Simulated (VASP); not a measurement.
# InPd (Pm-3m) in VASP: settings compared, part 3 of 3

VASP 6.6.1. The steps go on from the part before.

## (18) Single point, PBEsol (atoms moved at random, drawn with an rms of 0.05 Å)

INCAR

```
ALGO = Normal ; EDIFF = 1E-7
ENCUT = 520 ; GGA = PS
ISIF = 2 ; ISMEAR = -1
LASPH = T ; LCHARG = F
LREAL = F ; LWAVE = F
NBANDS = 18 ; NELM = 80
PREC = Accurate ; SIGMA = 0.05
```

KPOINTS

```
k-points
0
Gamma
  8 8 8
```

POSCAR

```
InPd
1.0
    3.2718847800      0.0000000000      0.0000000000
    0.0000000000      3.2718847800      0.0000000000
    0.0000000000      0.0000000000      3.2718847800
In Pd
1 1
Direct
   -0.0067690000      0.0003210000      0.0083760000
    0.4891010000      0.5068780000      0.4918490000
```

Potentials or basis: VASP PAW PBE potentials, release 64 (In_d, Pd).

Command:

```bash
$ cat potpaw_PBE.64/In_d/POTCAR potpaw_PBE.64/Pd/POTCAR > POTCAR
$ mpirun -np 1 vasp_std > vasp.out
```

OUTCAR:

```text
EDIFF = 1E-7
   ENCUT = 520
   GGA = PS
   ISIF = 2
   ISMEAR = -1
   LASPH = T
   LREAL = F
   NELM = 80
   PREC = Accurate

 ion  position               nearest neighbor table
   1  0.993  0.000  0.008-   2 2.78   2 2.80   2 2.81   2 2.82   2 2.85   2 2.86   2 2.87   2 2.89

   2  0.489  0.507  0.492-   1 2.78   1 2.80   1 2.81   1 2.82   1 2.85   1 2.86   1 2.87   1 2.89

  LATTYP: Found a simple cubic cell.
 ALAT       =     3.2718847800

  Lattice vectors:

 A1 = (   3.2718847800,   0.0000000000,   0.0000000000)
 A2 = (   0.0000000000,   3.2718847800,   0.0000000000)
 A3 = (   0.0000000000,   0.0000000000,   3.2718847800)

Analysis of symmetry for initial positions (statically):
=====================================================================
 Subroutine PRICEL returns:
 Original cell was already a primitive cell.

 Routine SETGRP: Setting up the symmetry group for a
 simple cubic supercell.

[... 161 lines left out ...]
  ---------------------------------------------------
  free energy    TOTEN  =        -9.99150762 eV

  energy without entropy =       -9.98131828  energy(sigma->0) =       -9.98641295

 E-fermi :  10.2171     XC(G=0): -12.4027

 val. band max:       10.1966975163   @ k =  -0.3750  -0.3750   0.1250
 cond. band min:      10.5442217575   @ k =   0.5000  -0.3750   0.3750
 fundamental gap:      0.3475242412
 Fermi energy:        10.2171249765

 k-point     1 :       0.0000    0.0000    0.0000
  band No.  band energies     occupation
      1      -4.5561      2.00000
      2      -4.5559      2.00000
      3      -4.1439      2.00000
      4      -4.1423      2.00000
      5      -4.1419      2.00000
      6       0.2044      2.00000
[... 481 lines left out ...]
      5      -4.1450      2.00000
      6       1.4245      2.00000
[... 10 lines left out ...]
     17      22.9057      0.00000
     18      24.9704      0.00000

 [... further k-points ...]

------------------------ aborting loop because EDIFF is reached ----------------------------------------

  FORCE on cell =-STRESS in cart. coord.  units (eV):
  Direction    XX          YY          ZZ          XY          YZ          ZX
  --------------------------------------------------------------------------------------
  -------------------------------------------------------------------------------------
  Total       -0.5869125     -0.5891043     -0.6090544     -0.0060675     -0.0240402      0.0151837
  in kB      -26.8466412    -26.9468958    -27.8594568     -0.2775394     -1.0996504      0.6945361
  external PRESSURE =     -27.2176646 kB  Pullay stress =       0.0000000 kB

 VOLUME and BASIS-vectors are now :
 -----------------------------------------------------------------------------
  energy-cutoff  :      520.00
  volume of cell :       35.03
      direct lattice vectors                 reciprocal lattice vectors
     3.271884780  0.000000000  0.000000000     0.305634234  0.000000000  0.000000000
     0.000000000  3.271884780  0.000000000     0.000000000  0.305634234  0.000000000
     0.000000000  0.000000000  3.271884780     0.000000000  0.000000000  0.305634234

 POSITION                                       TOTAL-FORCE (eV/Angst)
 -----------------------------------------------------------------------------------
      3.24974      0.00105      0.02741        -0.052095      0.082312     -0.204667
      1.60028      1.65845      1.60927         0.052095     -0.082312      0.204667
 -----------------------------------------------------------------------------------
    total drift:                               -0.000434      0.000038      0.000283

  FREE ENERGIE OF THE ION-ELECTRON SYSTEM (eV)
  ---------------------------------------------------
  free  energy   TOTEN  =        -9.9915076241 eV

  energy  without entropy=       -9.9813182772  energy(sigma->0) =       -9.98641295
```

OSZICAR:

```text
N       E                     dE             d eps       ncg     rms          rms(c)
DAV:   1     0.167449954899E+03    0.16745E+03   -0.11154E+04  9570   0.167E+03
DAV:   2    -0.974137094292E+00   -0.16842E+03   -0.16162E+03  9482   0.367E+02
DAV:   3    -0.100764163008E+02   -0.91023E+01   -0.90087E+01 10726   0.902E+01
DAV:   4    -0.102770211589E+02   -0.20060E+00   -0.20046E+00 11336   0.120E+01
DAV:   5    -0.102861974895E+02   -0.91763E-02   -0.91757E-02 12486   0.248E+00    0.680E+00
DAV:   6    -0.100470284207E+02    0.23917E+00   -0.67668E-01 10256   0.100E+01    0.298E+00
DAV:   7    -0.100040255630E+02    0.43003E-01   -0.80070E-02 12258   0.500E+00    0.164E+00
DAV:   8    -0.999264348520E+01    0.11382E-01   -0.27198E-02 11484   0.161E+00    0.420E-01
DAV:   9    -0.999152752459E+01    0.11160E-02   -0.20829E-03 12108   0.719E-01    0.803E-02
DAV:  10    -0.999150824787E+01    0.19277E-04   -0.44199E-05 13542   0.886E-02    0.253E-02
DAV:  11    -0.999150733458E+01    0.91329E-06   -0.38036E-06 10068   0.174E-02    0.617E-03
DAV:  12    -0.999150762469E+01   -0.29011E-06   -0.41334E-07 11468   0.584E-03    0.146E-03
DAV:  13    -0.999150762409E+01    0.59708E-09   -0.24653E-08  5102   0.127E-03
   1 F= -.99915076E+01 E0= -.99864130E+01  d E =-.101893E-01
```

stdout:

```text
POSCAR found type information on POSCAR InPd
 POSCAR found :  2 types and       2 ions
 scaLAPACK will be used
 -----------------------------------------------------------------------------
|                                                                             |
|                                                                             |
|     You enforced a specific xc type in the INCAR file but a different       |
|     I HOPE YOU KNOW WHAT YOU ARE DOING!                                     |
|                                                                             |
 -----------------------------------------------------------------------------

 LDA part: xc-table for (Slater+PW92), standard interpolation
 POSCAR, INCAR and KPOINTS ok, starting setup
 FFT: planning ... GRIDC
 FFT: planning ... GRID_SOFT
 FFT: planning ... GRID
 WAVECAR not read
 entering main loop
```

Wall time 57 s (1 thread of Intel Xeon 6975P-C (Granite Rapids), shared host); peak memory 0.27 GiB.

What came out:

| Item | Value |
| --- | --- |
| Free energy | -9.9915 eV |
| Pressure | -2.7 GPa |
| Largest force | 0.227 eV/Å |
| Band gap on the k mesh | none (metal or under the smearing width) |

Forces on the atoms (eV/Å):
```
In  -0.052  0.082 -0.205
Pd   0.052 -0.082  0.205
```

Levels at points of the mesh, in eV from the Fermi level:
```tsv
k point	band 8	band 9	band 10	band 11	band 12	band 13	band 14	band 15	band 16	band 17
(0.00, 0.00, 0.00)	-3.71	-2.17	-2.17	-2.17	4.27	4.27	4.28	9.45	10.68	10.69
(0.50, 0.00, 0.00)	-3.70	-3.16	-3.16	-2.24	-1.01	9.48	9.60	10.10	10.73	10.78
(0.00, 0.50, 0.00)	-3.70	-3.16	-3.16	-2.24	-1.01	9.49	9.61	10.09	10.74	10.78
(0.00, 0.00, 0.50)	-3.70	-3.16	-3.16	-2.24	-1.01	9.57	9.59	10.01	10.79	10.80
(0.50, 0.50, 0.00)	-2.60	-2.60	-2.24	-2.24	-1.58	1.54	2.54	9.53	11.41	11.41
(0.00, 0.50, 0.50)	-2.58	-2.58	-2.26	-2.25	-1.58	1.54	2.53	9.53	11.40	11.41
(0.50, 0.00, 0.50)	-2.58	-2.58	-2.26	-2.25	-1.58	1.54	2.53	9.53	11.40	11.41
(0.50, 0.50, 0.50)	-4.78	-1.54	-1.54	-0.03	3.79	3.81	3.86	4.49	4.54	4.55
```

Caveat: the PAW data sets were made with another functional, which shifts forces and pressure a little.

## (19) Equation of state, PBEsol

Potentials or basis: VASP PAW PBE potentials, release 64 (In_d, Pd).

This step only gathers the single runs of the series.

What came out:

```yaml
Equilibrium_volume: 17.14 Å³/atom
Bulk_modulus: 138 GPa
Pressure_derivative_of_the_bulk_modulus: 5.5
```

Energy against volume, from the lowest point:
| volume (Å³/atom) | energy (meV/atom) |
| --- | --- |
| 16.462 | 12.67 |
| 16.813 | 2.83 |
| 17.163 | 0.00 |
| 17.513 | 3.31 |
| 17.863 | 11.97 |
| 18.214 | 25.35 |
| 18.564 | 42.84 |

Caveat: the PAW data sets were made with another functional, which shifts forces and pressure a little.

## (20) Overview

| task | level | cell | ladder | gap on the mesh (eV) | pressure (GPa) | V0 of scaled cells (Å³/atom) | B0 (GPa) | largest force (eV/Å) |
| --- | --- | --- | --- | --- | --- | --- | --- | --- |
| single point | PBE | as given | - | none | 3.7 | - | - | - |
| single point | PBE | atoms moved at random, drawn with an rms of 0.05 Å | - | none | 3.9 | - | - | 0.25 |
| equation of state | PBE | as given | - | - | - | 18.05 | 115 | - |
| single point | PBEsol | as given | free | none | -2.9 | - | - | - |
| single point | PBEsol | atoms moved at random, drawn with an rms of 0.05 Å | free | none | -2.7 | - | - | 0.23 |
| equation of state | PBEsol | as given | free | - | - | 17.14 | 138 | - |

Alike in all rows: potentials or basis VASP PAW PBE potentials, release 64 (In_d, Pd); no spin polarisation; k mesh 8 × 8 × 8; cutoff (eV) 520; smearing fermi-dirac 0.05 eV.

Caveats: the PAW data sets were made with another functional, which shifts forces and pressure a little (some runs).

Absolute energies hang on the potentials; compare differences alone.
